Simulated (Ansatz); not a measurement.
Runs of Ansatz 0.2.0 on Bi. The structure is trigonal, space group R-3m (No. 166). Conventional cell: a = 4.535 Å, b = 4.535 Å, c = 11.814 Å, α = 90.00°, β = 90.00°, γ = 120.00°. Around Bi (site symmetry 3m) lie 6 Bi at 3.06 to 3.52 Å. 

```tsv
level	gap on the mesh (eV)	pressure (GPa)	relaxed volume (Å³/atom)	largest force (eV/Å)
PBEsol	0.24	0.0	34.32	0.01
PBEsol+D3(BJ)	0.19	0.0	(b)	-
PBEsol+D3(BJ)-ATM	0.19	0.0	32.70	-
PBEsol+D4	0.21	0.0	(a)	0.01
```

Alike in all rows: task relaxation of cell and atoms; potentials or basis Ansatz PAW; no spin polarisation; cell relaxed; k mesh 7 × 7 × 7; cutoff (eV) 420; smearing fermi-dirac 0.05 eV.

Fill in the values left out.

(a) 33.25; (b) 32.55.

Caveats: odd divisions of the mesh miss points on the zone boundary, where band edges often lie, so the gap on the mesh can be too wide; the plane-wave basis is chosen anew once the cell has moved, so the energies of steps on either side of that aren't comparable; spin-orbit coupling is left out, which as a rule narrows the gap of such compounds by several tenths of an eV; the PAW data sets come from PBE, with cores solved anew for the run's functional, which leaves a small shift of forces and pressure.

A k mesh can miss the band edges, and the runs leave out spin-orbit coupling on Bi.
